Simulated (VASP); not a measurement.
Set up this calculation in VASP 6.6.1, as the native input.

- Task: band structure
- Functional: r2SCAN
- Potentials or basis: VASP PAW PBE potentials, release 64 (Sr_sv, O)
- Cutoff: 520 eV
- k mesh: 8 × 8 × 8
- Occupations: gaussian, width 0.02 eV
- Spin: no spin polarisation
- Further INCAR settings: ALGO = Normal; EDIFF = 1e-06; NBANDS = 15

The structure of SrO lies in POSCAR:

```
SrO
1.0
    0.0000000000      2.5661400000      2.5661400000
    2.5661400000      0.0000000000      2.5661400000
    2.5661400000      2.5661400000      0.0000000000
Sr O
1 1
Direct
    0.0000000000      0.0000000000      0.0000000000
    0.5000000000      0.5000000000      0.5000000000
```

These files were run (other wordings do the same):

INCAR

```
SYSTEM = SrO
  PREC = Accurate
  ENCUT = 520
  EDIFF = 1E-6
  ISMEAR = 0
  SIGMA = 0.02
  LREAL = .False.
  LASPH = .True.
  NELM = 60
  ALGO = Normal
  ISIF = 2
  LWAVE = .False.
  LCHARG = .False.
  METAGGA = R2SCAN
  LMIXTAU = .True.
  NBANDS = 15
```

KPOINTS

```
Automatic mesh
0
Gamma
  8 8 8
  0 0 0
```

KPOINTS_OPT

```
path GXWKGLUWLK,UX
10
line-mode
reciprocal
 0.0000000000  0.0000000000  0.0000000000  G
 0.5000000000  0.0000000000  0.5000000000  X

 0.5000000000  0.0000000000  0.5000000000  X
 0.5000000000  0.2500000000  0.7500000000  W

 0.5000000000  0.2500000000  0.7500000000  W
 0.3750000000  0.3750000000  0.7500000000  K

 0.3750000000  0.3750000000  0.7500000000  K
 0.0000000000  0.0000000000  0.0000000000  G

 0.0000000000  0.0000000000  0.0000000000  G
 0.5000000000  0.5000000000  0.5000000000  L

 0.5000000000  0.5000000000  0.5000000000  L
 0.6250000000  0.2500000000  0.6250000000  U

 0.6250000000  0.2500000000  0.6250000000  U
 0.5000000000  0.2500000000  0.7500000000  W

 0.5000000000  0.2500000000  0.7500000000  W
 0.5000000000  0.5000000000  0.5000000000  L

 0.5000000000  0.5000000000  0.5000000000  L
 0.3750000000  0.3750000000  0.7500000000  K

 0.6250000000  0.2500000000  0.6250000000  U
 0.5000000000  0.0000000000  0.5000000000  X
```

Potentials or basis: VASP PAW PBE potentials, release 64 (Sr_sv, O).

Launch:

```bash
$ cat potpaw_PBE.64/Sr_sv/POTCAR potpaw_PBE.64/O/POTCAR > POTCAR
$ mpirun -np 1 vasp_std > vasp.out
```

Results of the run:

| Item | Value |
| --- | --- |
| Pressure | 2.1 GPa |
| Band gap on the k mesh | 3.74 eV, indirect (least direct gap 3.82 eV) |
| Band gap along the path | 3.74 eV, indirect (least direct gap 3.82 eV) |

Caveat: the PAW data sets were made with another functional, which shifts forces and pressure a little.

Wall time 2.3 min on 1 thread of Intel(R) Xeon(R) Platinum 8488C (Sapphire Rapids), with other jobs on the host, peak memory 0.18 GiB.
